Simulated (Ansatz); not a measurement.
## Two Ansatz runs on Ba

Structure: COD 9008528, as refined from experiment and not relaxed. The listed cell was then made from it by scaling, straining or moving an atom.

First run: DFT, PBE, all-electron LAPW, scalar-relativistic (Ansatz 0.2.0).

Command: `ansatz run input.yaml --threads 1 --pin off --max-ram 2048MiB --backend cpu --events-out ev --progress --plain --runs-dir out` The run took 2.4 s on 1 thread of AMD EPYC 9R45 96-Core Processor (Zen 5), on a shared host, peak memory 0.3 GiB.

```yaml
crystal:
  lattice:
    - [-2.5253813615, 2.5253813615, 2.45]
    - [2.5253813615, -2.5253813615, 2.45]
    - [2.5253813615, 2.5253813615, -2.45]
  atoms:
    - { symbol: Ba, position: [0.0, 0.0, 0.0] }
kpoints:
  mp_grid: { grid: [10, 10, 10] }
scf:
  occupations: { method: fermi_dirac, width: 0.05 }
hamiltonian:
  xc: pbe
  pseudopotentials: { kind: all_electron, lapw: { basis_error: 0.0005 } }
output:
  forces: true
  stress: true
  eigenvalues: true
```

Result: converged; pressure 0.11 GPa; no gap on the k mesh; 7 SCF iterations.

Spin–orbit coupling is left out, though it moves levels of the heavy atoms by tenths of an eV or more.

The input is then changed:

```diff
@@ -11,5 +11,5 @@
   occupations: { method: fermi_dirac, width: 0.05 }
 hamiltonian:
-  xc: pbe
+  xc: lda
   pseudopotentials: { kind: all_electron, lapw: { basis_error: 0.0005 } }
 output:
```

(1) Predict the outcome of the changed run.

Answers

(1) It converged; pressure -1.23 GPa; no gap on the k mesh; 7 SCF iterations.
